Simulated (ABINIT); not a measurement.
Runs of ABINIT 10.8.3 (patched build) on Ti. Symmetry: P6_3/mmc, No. 194, hexagonal system. The conventional cell has a = 2.950 Å, b = 2.950 Å, c = 4.680 Å, α = 90.00°, β = 90.00°, γ = 120.00°. Ti (site symmetry -6m2) has 12 Ti at 2.89 to 2.95 Å as nearest neighbours. 

```csv
task,level,potentials or basis,k mesh,cutoff (eV),fine-grid cutoff,mesh quality,gap on the mesh (eV),pressure (GPa)
band structure,PBEsol,JTH PAW PBE v2.0,10 × 10 × 6,408,816.342 eV,not flagged,none,-5.5
single point,r2SCAN,JTH PAW PBE v2.0,6 × 6 × 4,490,979.61 eV,coarse,none,-2.7
band structure,rPW86PBE,JTH PAW PBE v2.0,10 × 10 × 6,408,816.342 eV,not flagged,none,(a)
single point,PBEsol,JTH PAW PBE v2.0,6 × 6 × 4,408,816.342 eV,coarse,none,-5.5
```

Alike in all rows: no spin polarisation; cell as given; smearing fermi-dirac 0.05 eV.

Problem. Estimate the missing entries.

Solution. (a) 1.1.

Caveats: some runs use coarse meshes; the PAW data sets were made with another functional, which shifts forces and pressure a little.

A gap of «none» marks a metal or a gap under the smearing width.

Runs at the PBE level aren't shown here.
